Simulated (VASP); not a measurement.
# BeTe: what each functional gives for the gap, part 2 of 3

Aim: the gap of BeTe on one structure at many levels of theory. The starting structure is a measured crystal structure from the Crystallography Open Database. Cell and atoms stay as given. Meshes and data sets differ where the inputs say so.

VASP 6.6.1.

Results so far: LDA 1.748 eV; PBE 1.844 eV; r2SCAN 2.205 eV; TB-mBJ 2.536 eV.

The database entry behind the starting cell differs from later determinations by our own check (an axis about 1.5 % short against later determinations), so it need not match the best structure at ambient conditions.

**6. Bands with LDA + spin-orbit coupling**

Level of this step: LDA, spin-orbit coupling; plane waves and PAW (Te, Be) (VASP).

Spin-orbit coupling is switched on in this step.

Contents of INCAR:

```
SYSTEM = BeTe
PREC = Accurate
ENCUT = 350
EDIFF = 1E-06
NELM = 100
ISMEAR = 0
SIGMA = 0.03
LREAL = .FALSE.
ALGO = Normal
GGA = CA
LNONCOLLINEAR = .TRUE.
MAGMOM = 0 0 0 0 0 0
NBANDS = 20
GGA_COMPAT = .FALSE.
LASPH = .TRUE.
LSORBIT = .TRUE.
LORBIT = 11
LWAVE = .FALSE.
LCHARG = .FALSE.
KPAR = 4
```

Contents of POSCAR:

```
BeTe
1.0
    0.0000000000      2.7700000000      2.7700000000
    2.7700000000      0.0000000000      2.7700000000
    2.7700000000      2.7700000000      0.0000000000
Te Be
1 1
Direct
    0.7500000000      0.7500000000      0.7500000000
    0.0000000000      0.0000000000      0.0000000000
```

Contents of KPOINTS:

```
Automatic mesh
0
Gamma
6 6 6
0 0 0
```

Contents of KPOINTS_OPT:

```
Line mode
10
Line-mode
Reciprocal
  0.00000000   0.00000000   0.00000000 GAMMA
  0.50000000   0.00000000   0.50000000 X

  0.50000000   0.00000000   0.50000000 X
  0.50000000   0.25000000   0.75000000 W

  0.50000000   0.25000000   0.75000000 W
  0.37500000   0.37500000   0.75000000 K

  0.37500000   0.37500000   0.75000000 K
  0.00000000   0.00000000   0.00000000 GAMMA

  0.00000000   0.00000000   0.00000000 GAMMA
  0.50000000   0.50000000   0.50000000 L

  0.50000000   0.50000000   0.50000000 L
  0.62500000   0.25000000   0.62500000 U

  0.62500000   0.25000000   0.62500000 U
  0.50000000   0.25000000   0.75000000 W

  0.50000000   0.25000000   0.75000000 W
  0.50000000   0.50000000   0.50000000 L

  0.50000000   0.50000000   0.50000000 L
  0.37500000   0.37500000   0.75000000 K

  0.62500000   0.25000000   0.62500000 U
  0.50000000   0.00000000   0.50000000 X
```

Potentials, in the order of the species: Te and Be (LDA family, release 64).

On the command line:

```console
$ mpirun -np 4 vasp_ncl
```

The log of the run:

```text
[... set-up lines as in an earlier step ...]
 entering main loop
       N       E                     dE             d eps       ncg     rms          rms(c)
DAV:   1     0.179156902891E+02    0.17916E+02   -0.22853E+03   880   0.480E+02
DAV:   2    -0.756109480597E+01   -0.25477E+02   -0.23519E+02  1196   0.964E+01
DAV:   3    -0.900981387772E+01   -0.14487E+01   -0.14378E+01  1100   0.229E+01
DAV:   4    -0.903197957735E+01   -0.22166E-01   -0.22162E-01  1228   0.329E+00
[...]
DAV:  10    -0.880676210363E+01   -0.31785E-04   -0.91112E-05  1012   0.656E-02    0.242E-02
DAV:  11    -0.880676282620E+01   -0.72258E-06   -0.11917E-05  1028   0.210E-02    0.101E-02
DAV:  12    -0.880676291642E+01   -0.90216E-07   -0.37145E-07   848   0.419E-03
   1 F= -.88067629E+01 E0= -.88067629E+01  d E =-.794938E-11  mag=    -0.0000     0.0000    -0.0000
 Start KPOINTS_OPT (optional k-point list driver)
k-point batch [1-22\100]
       N       E                     dE             ncg
DAV:   1     0.635244783446E+03   -0.33489E+04      880
DAV:   2     0.104974236188E+03   -0.53027E+03     1192
DAV:   3     0.769910857265E+02   -0.27983E+02     1136
DAV:   4     0.765585483228E+02   -0.43254E+00     1180
DAV:   5     0.765517257017E+02   -0.68226E-02     1076
DAV:   6     0.765514510080E+02   -0.27469E-03     1168
DAV:   7     0.765514434242E+02   -0.75838E-05      992
DAV:   8     0.765514430717E+02   -0.35246E-06      848
[...]
k-point batch [89-100\100]
       N       E                     dE             ncg
DAV:   1     0.236537857543E+04   -0.26150E+04      480
DAV:   2     0.209117144906E+04   -0.27421E+03      636
DAV:   3     0.207731840565E+04   -0.13853E+02      672
DAV:   4     0.207708803308E+04   -0.23037E+00      600
DAV:   5     0.207708334747E+04   -0.46856E-02      616
DAV:   6     0.207708315619E+04   -0.19128E-03      636
DAV:   7     0.207708315299E+04   -0.32021E-05      584
DAV:   8     0.207708315284E+04   -0.14907E-06      420
```

Wall time 18 s (4 MPI ranks of AMD EPYC 7R43, shared host); peak memory 0.64 GiB.

OUTCAR, selected parts (step 6):

```text
  Total        0.2348795      0.2348795      0.2348795      0.0000000      0.0000000     -0.0000000
  in kB        8.8529171      8.8529171      8.8529171      0.0000000      0.0000000     -0.0000000
  external PRESSURE =       8.8529171 kB  Pullay stress =       0.0000000 kB

 POSITION                                       TOTAL-FORCE (eV/Angst)
 -----------------------------------------------------------------------------------
      4.15500      4.15500      4.15500        -0.000000      0.000000     -0.000000
      0.00000      0.00000      0.00000         0.000000     -0.000000      0.000000
 -----------------------------------------------------------------------------------
    total drift:                               -0.000000     -0.000000     -0.000000

  FREE ENERGIE OF THE ION-ELECTRON SYSTEM (eV)
  ---------------------------------------------------
  free  energy   TOTEN  =        -8.8067629164 eV

  energy  without entropy=       -8.8067629164  energy(sigma->0) =       -8.80676292

 magnetization (x)
# of ion       s       p       d       tot
------------------------------------------
    1        0.000   0.000  -0.000   0.000
    2       -0.000   0.000   0.000  -0.000
--------------------------------------------------
tot         -0.000   0.000  -0.000  -0.000

 magnetization (y)
# of ion       s       p       d       tot
------------------------------------------
    1       -0.000   0.000   0.000   0.000
    2        0.000   0.000   0.000   0.000
--------------------------------------------------
tot         -0.000   0.000   0.000   0.000

 magnetization (z)
# of ion       s       p       d       tot
------------------------------------------
    1        0.000  -0.000  -0.000  -0.000
    2        0.000   0.000   0.000   0.000
--------------------------------------------------
tot          0.000   0.000  -0.000   0.000

[... 1 part as in an earlier step ...]

[... 2 further parts left out ...]
[key lines of the parts left out:]
E-fermi :   5.9392
```

LDA + spin-orbit coupling gives a least gap of 1.445 eV, and a least direct gap of 3.205 eV. The least gap is -0.303 eV from that of LDA.

**7. Bands with r2SCAN + spin-orbit coupling**

Edit INCAR of step 6 so:

```diff
@@ -9,3 +9,4 @@
 ALGO = Normal
-GGA = CA
+METAGGA = R2SCAN
+LASPH = .TRUE.
 LNONCOLLINEAR = .TRUE.
@@ -14,3 +15,2 @@
 GGA_COMPAT = .FALSE.
-LASPH = .TRUE.
 LSORBIT = .TRUE.
```

POSCAR is that of step 6.

KPOINTS is that of step 6.

KPOINTS_OPT is that of step 6.

The projector-augmented-wave data sets are Te and Be (PBE family, release 64).

On the command line:

```console
$ mpirun -np 4 vasp_ncl
```

The log of the run:

```text
[... set-up lines as in an earlier step ...]
 entering main loop
       N       E                     dE             d eps       ncg     rms          rms(c)
DAV:   1    -0.423661947729E+01   -0.42366E+01   -0.23569E+03   880   0.493E+02
DAV:   2    -0.303853085057E+02   -0.26149E+02   -0.24093E+02  1180   0.103E+02
DAV:   3    -0.318193034114E+02   -0.14340E+01   -0.14230E+01  1136   0.248E+01
DAV:   4    -0.318373522749E+02   -0.18049E-01   -0.18044E-01  1156   0.327E+00
[...]
DAV:  11    -0.307176090787E+02   -0.93162E-05   -0.19868E-05  1060   0.331E-02    0.286E-02
DAV:  12    -0.307176136454E+02   -0.45667E-05   -0.95613E-06  1032   0.258E-02    0.232E-02
DAV:  13    -0.307176137970E+02   -0.15158E-06   -0.17484E-07   808   0.341E-03
   1 F= -.30717614E+02 E0= -.30717614E+02  d E =-.142189E-23  mag=    -0.0000     0.0000    -0.0000
 Start KPOINTS_OPT (optional k-point list driver)
k-point batch [1-22\100]
       N       E                     dE             ncg
DAV:   1     0.624620163049E+03   -0.33595E+04      880
DAV:   2     0.725464815583E+02   -0.55207E+03     1176
DAV:   3     0.448310651739E+02   -0.27715E+02     1172
DAV:   4     0.444381980461E+02   -0.39287E+00     1188
DAV:   5     0.444317105927E+02   -0.64875E-02     1088
DAV:   6     0.444314642814E+02   -0.24631E-03     1232
DAV:   7     0.444314551821E+02   -0.90993E-05      992
DAV:   8     0.444314547759E+02   -0.40616E-06      924
[...]
k-point batch [89-100\100]
       N       E                     dE             ncg
DAV:   1     0.235590144886E+04   -0.26245E+04      480
DAV:   2     0.207154414579E+04   -0.28436E+03      628
DAV:   3     0.205789178556E+04   -0.13652E+02      684
DAV:   4     0.205768921073E+04   -0.20257E+00      588
DAV:   5     0.205768499436E+04   -0.42164E-02      636
DAV:   6     0.205768483292E+04   -0.16145E-03      608
DAV:   7     0.205768482986E+04   -0.30526E-05      596
DAV:   8     0.205768482973E+04   -0.13163E-06      456
```

The job ended after 1.7 min (4 MPI ranks; peak memory 0.81 GiB; 6.7 min of CPU time).

OUTCAR, selected parts (step 7):

```text
  Total        1.2026276      1.2026276      1.2026276      0.0000000      0.0000000      0.0000000
  in kB       45.3286142     45.3286142     45.3286142      0.0000000      0.0000000      0.0000000
  external PRESSURE =      45.3286142 kB  Pullay stress =       0.0000000 kB

  FREE ENERGIE OF THE ION-ELECTRON SYSTEM (eV)
  ---------------------------------------------------
  free  energy   TOTEN  =       -30.7176137970 eV

  energy  without entropy=      -30.7176137970  energy(sigma->0) =      -30.71761380

 magnetization (x)
# of ion       s       p       d       tot
------------------------------------------
    1       -0.000   0.000  -0.000  -0.000
    2       -0.000  -0.000   0.000  -0.000
--------------------------------------------------
tot         -0.000  -0.000  -0.000  -0.000

 magnetization (y)
# of ion       s       p       d       tot
------------------------------------------
    1        0.000   0.000   0.000   0.000
    2        0.000   0.000   0.000   0.000
--------------------------------------------------
tot          0.000   0.000   0.000   0.000

 magnetization (z)
# of ion       s       p       d       tot
------------------------------------------
    1        0.000  -0.000   0.000  -0.000
    2       -0.000   0.000   0.000  -0.000
--------------------------------------------------
tot         -0.000  -0.000   0.000  -0.000

[... 3 parts as in an earlier step ...]

[... 1 further part left out ...]
[key lines of the parts left out:]
E-fermi :   6.0155
```

r2SCAN + spin-orbit coupling gives a least gap of 1.910 eV, and a least direct gap of 3.636 eV. The least gap is -0.295 eV from that of r2SCAN.

**8. Bands with TB-mBJ + spin-orbit coupling**

Edit INCAR of step 7 so:

```diff
@@ -4,3 +4,3 @@
 EDIFF = 1E-06
-NELM = 100
+NELM = 150
 ISMEAR = 0
@@ -9,3 +9,3 @@
 ALGO = Normal
-METAGGA = R2SCAN
+METAGGA = MBJ
 LASPH = .TRUE.
```

POSCAR is that of step 7.

KPOINTS is that of step 7.

KPOINTS_OPT is that of step 7.

On the command line:

```console
$ mpirun -np 4 vasp_ncl
```

The log of the run:

```text
[... set-up lines as in an earlier step ...]
 entering main loop
       N       E                     dE             d eps       ncg     rms          rms(c)
DAV:   1     0.348414789558E+03    0.34841E+03   -0.22978E+03   880   0.483E+02
DAV:   2     0.324067750916E+03   -0.24347E+02   -0.22427E+02  1172   0.972E+01
DAV:   3     0.322775644499E+03   -0.12921E+01   -0.12815E+01  1112   0.224E+01
DAV:   4     0.322761654074E+03   -0.13990E-01   -0.13986E-01  1128   0.266E+00
[...]
DAV:  21     0.324637108923E+03   -0.10392E-04   -0.36245E-08   524   0.136E-03    0.641E-04
DAV:  22     0.324637152462E+03    0.43538E-04   -0.47848E-09   504   0.526E-04    0.302E-04
DAV:  23     0.324637153383E+03    0.92186E-06   -0.14539E-09   500   0.278E-04
   1 F= 0.32463715E+03 E0= 0.32463715E+03  d E =-.341471E-23  mag=     0.0000     0.0000     0.0000
 Start KPOINTS_OPT (optional k-point list driver)
k-point batch [1-22\100]
       N       E                     dE             ncg
DAV:   1     0.648225752853E+03   -0.33359E+04      880
DAV:   2     0.106037120368E+03   -0.54219E+03     1176
DAV:   3     0.789339221335E+02   -0.27103E+02     1172
DAV:   4     0.786079340105E+02   -0.32599E+00     1140
DAV:   5     0.786016981442E+02   -0.62359E-02     1088
DAV:   6     0.786015114997E+02   -0.18664E-03     1152
DAV:   7     0.786015051192E+02   -0.63805E-05     1080
DAV:   8     0.786015049399E+02   -0.17934E-06      840
[...]
k-point batch [89-100\100]
       N       E                     dE             ncg
DAV:   1     0.237210237355E+04   -0.26083E+04      480
DAV:   2     0.209308471442E+04   -0.27902E+03      620
DAV:   3     0.207970511630E+04   -0.13380E+02      676
DAV:   4     0.207953361299E+04   -0.17150E+00      560
DAV:   5     0.207953030928E+04   -0.33037E-02      608
DAV:   6     0.207953021724E+04   -0.92033E-04      596
DAV:   7     0.207953021423E+04   -0.30154E-05      624
DAV:   8     0.207953021415E+04   -0.82156E-07      448
```

Run time: 42 s. Hardware: 4 MPI ranks; peak memory 0.82 GiB.

Parts of OUTCAR (step 8):

```text
  Total       17.9421958     17.9421958     17.9421958      0.0000000     -0.0000000      0.0000000
  in kB      676.2649383    676.2649383    676.2649383      0.0000000     -0.0000000      0.0000000
  external PRESSURE =     676.2649383 kB  Pullay stress =       0.0000000 kB

 POSITION                                       TOTAL-FORCE (eV/Angst)
 -----------------------------------------------------------------------------------
      4.15500      4.15500      4.15500         0.000000      0.000000      0.000000
      0.00000      0.00000      0.00000        -0.000000     -0.000000     -0.000000
 -----------------------------------------------------------------------------------
    total drift:                               -0.000000     -0.000000     -0.000000

  FREE ENERGIE OF THE ION-ELECTRON SYSTEM (eV)
  ---------------------------------------------------
  free  energy   TOTEN  =       324.6371533835 eV

  energy  without entropy=      324.6371533835  energy(sigma->0) =      324.63715338

 magnetization (x)
# of ion       s       p       d       tot
------------------------------------------
    1        0.000   0.000   0.000   0.000
    2        0.000   0.000   0.000   0.000
--------------------------------------------------
tot          0.000   0.000   0.000   0.000

 magnetization (z)
# of ion       s       p       d       tot
------------------------------------------
    1        0.000  -0.000  -0.000  -0.000
    2       -0.000  -0.000   0.000  -0.000
--------------------------------------------------
tot         -0.000  -0.000  -0.000  -0.000

[... 3 parts as in an earlier step ...]

[... 1 further part left out ...]
[key lines of the parts left out:]
E-fermi :   5.8614
```

TB-mBJ + spin-orbit coupling gives a least gap of 2.245 eV, and a least direct gap of 3.815 eV. The least gap is -0.291 eV from that of TB-mBJ.

**9. Bands with HSE06**

HSE06 mixes in a quarter of exact exchange at short range, at far higher cost; in semiconductors this cures much of the gap error, while metals seldom gain. This run uses a 5×5×5 mesh. Its starting orbitals come from a semilocal run on the same mesh, not shown.

Contents of INCAR:

```
SYSTEM = BeTe
PREC = Accurate
ENCUT = 350
EDIFF = 1E-06
NELM = 100
ISMEAR = 0
SIGMA = 0.03
LREAL = .FALSE.
ALGO = Normal
LHFCALC = .TRUE.
AEXX = 0.25
GGA = PE
HFSCREEN = 0.2
LASPH = .TRUE.
NBANDS = 10
PRECFOCK = Fast
LORBIT = 11
LWAVE = .FALSE.
LCHARG = .FALSE.
KPAR = 4
```

POSCAR is that of step 8.

Contents of KPOINTS:

```
Automatic mesh
0
Gamma
5 5 5
0 0 0
```

KPOINTS_OPT is that of step 8.

On the command line:

```console
$ mpirun -np 4 vasp_std
```

The log of the run:

```text
[banner, memory and clock lines left out]
running    4 mpi-ranks, on    1 nodes
[...]
LDA part: xc-table for (Slater+PW92), standard interpolation
 found WAVECAR, reading the header
 POSCAR, INCAR and KPOINTS ok, starting setup
[...]
reading WAVECAR
 the WAVECAR file was read successfully
 initial charge from wavefunction
 entering main loop
       N       E                     dE             d eps       ncg     rms          rms(c)
DAV:   1    -0.873178929580E+01   -0.87318E+01   -0.13005E+00   210   0.775E+00    0.110E+01
DAV:   2    -0.873743049392E+01   -0.56412E-02   -0.14710E-02   224   0.989E-01    0.708E+00
DAV:   3    -0.873694796570E+01    0.48253E-03   -0.49342E-04   252   0.148E-01    0.428E+00
DAV:   4    -0.873677468405E+01    0.17328E-03   -0.92391E-05   224   0.604E-02    0.254E+00
DAV:   5    -0.873672584634E+01    0.48838E-04   -0.28997E-05   258   0.338E-02    0.150E+00
DAV:   6    -0.873671523885E+01    0.10607E-04   -0.94378E-06   258   0.196E-02    0.891E-01
DAV:   7    -0.873671497391E+01    0.26494E-06   -0.33927E-06   248   0.119E-02
   1 F= -.87367150E+01 E0= -.87367150E+01  d E =-.756129E-19
 Start KPOINTS_OPT (optional k-point list driver)
k-point batch [1-10\100]
       N       E                     dE             ncg
DAV:   1     0.275182976283E+03   -0.10784E+04      200
DAV:   2     0.430535118337E+02   -0.23213E+03      278
DAV:   3     0.265629318738E+02   -0.16491E+02      282
DAV:   4     0.264019756896E+02   -0.16096E+00      272
DAV:   5     0.264003644885E+02   -0.16112E-02      274
DAV:   6     0.264003391374E+02   -0.25351E-04      274
DAV:   7     0.264003381948E+02   -0.94269E-06      262
[...]
k-point batch [91-100\100]
       N       E                     dE             ncg
DAV:   1     0.152110891042E+03   -0.23561E+04      200
DAV:   2    -0.538501876490E+02   -0.20596E+03      268
DAV:   3    -0.650438244671E+02   -0.11194E+02      304
DAV:   4    -0.651883172794E+02   -0.14449E+00      290
DAV:   5    -0.651892823182E+02   -0.96504E-03      312
DAV:   6    -0.651892851799E+02   -0.28617E-05      310
DAV:   7    -0.651892852155E+02   -0.35577E-07      306
```

Elapsed: 2.5 min, on 4 MPI ranks; peak memory 0.93 GiB.

From OUTCAR (step 9):

```text
 POSITION                                       TOTAL-FORCE (eV/Angst)
 -----------------------------------------------------------------------------------
      4.15500      4.15500      4.15500        -0.000000     -0.000000     -0.000000
      0.00000      0.00000      0.00000         0.000000      0.000000      0.000000
 -----------------------------------------------------------------------------------
    total drift:                               -0.000003     -0.000007     -0.000002

  FREE ENERGIE OF THE ION-ELECTRON SYSTEM (eV)
  ---------------------------------------------------
  free  energy   TOTEN  =        -8.7367149739 eV

  energy  without entropy=       -8.7367149739  energy(sigma->0) =       -8.73671497

[... 1 part as in an earlier step ...]

[... 2 further parts left out ...]
[key lines of the parts left out:]
E-fermi :   5.3603
```

HSE06 gives a least gap of 2.525 eV, and a least direct gap of 4.444 eV. The least gap is +0.777 eV from that of LDA, on another mesh, which alone can move a gap by some hundredths of an eV.

(Part 2 of 3 ends here.)

[Lines on the potential files, build, host, timing and source positions are cut from VASP's logs without a mark.]

[Logs are printed without paths, hosts, clocks, repeated set-up lines and the standing remarks that a program may print on its own settings, such as how far it seeks lower states.]

[Hosts, paths, dates, database ids (printed as entryN), source tags and the programs' standing remarks are cut or masked in the printed files.]
